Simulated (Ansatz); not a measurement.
Wanted: the native input for an Ansatz 0.2.0 run.

- Task: single point
- Functional: HSE06 form with a typed share of exact exchange
- Potentials or basis: Ansatz PAW
- Cutoff: 420 eV (not typed: the program's choice for these potentials)
- k mesh: 5 × 5 × 5
- Occupations: fermi-dirac, width 0.05 eV
- Spin: no spin polarisation
- Screening (1/Å): 0.2
- Share of exact exchange: 0.1

Crystal: As.

```xyz
1
Lattice="2.7037 0.0000 0.0000 0.0000 2.7037 0.0000 0.0000 0.0000 2.7037" Properties=species:S:1:pos:R:3 pbc="T T T"
As    1.3518    1.3518    1.3518
```

This isn't the form of As at room conditions, which is rhombohedral.

One way to write it, as run:

input.yaml

```yaml
crystal:
  lattice:
    - [2.7036817444, 0.0, 0.0]
    - [0.0, 2.7036817444, 0.0]
    - [0.0, 0.0, 2.7036817444]
  atoms:
    - { symbol: As, position: [0.5, 0.5, 0.5] }
hamiltonian:
  xc: { exchange: pbe, correlation: pbe, exx: { coeff: 0.1, omega: 0.2 } }
  pseudopotentials: { kind: paw }
kpoints:
  mp_grid: { grid: [5, 5, 5] }
scf:
  occupations: { method: fermi_dirac, width: 0.05 }
output:
  forces: true
  stress: true
  eigenvalues: true
```

Potentials or basis: Ansatz PAW.

Command:

```bash
$ ansatz run input.yaml --threads 2 --pin off --max-ram 5632MiB --backend cpu --events-out ev --progress --plain --runs-dir out
```

It gave:

* Pressure: 1.7 GPa
* Band gap on the k mesh: none (metal or under the smearing width)

Caveat: the k mesh is coarse (spacing up to 0.46 Å⁻¹), so the values aren't converged, least of all with exact exchange; the PAW data sets come from PBE, with cores solved anew for the run's functional, which leaves a small shift of forces and pressure; the thresholds are loose for stress.

It took 9.1 s on 2 threads of Intel(R) Xeon(R) Platinum 8259CL CPU @ 2.50GHz (Skylake/Cascade Lake), with other jobs on the host, peak memory 0.57 GiB.
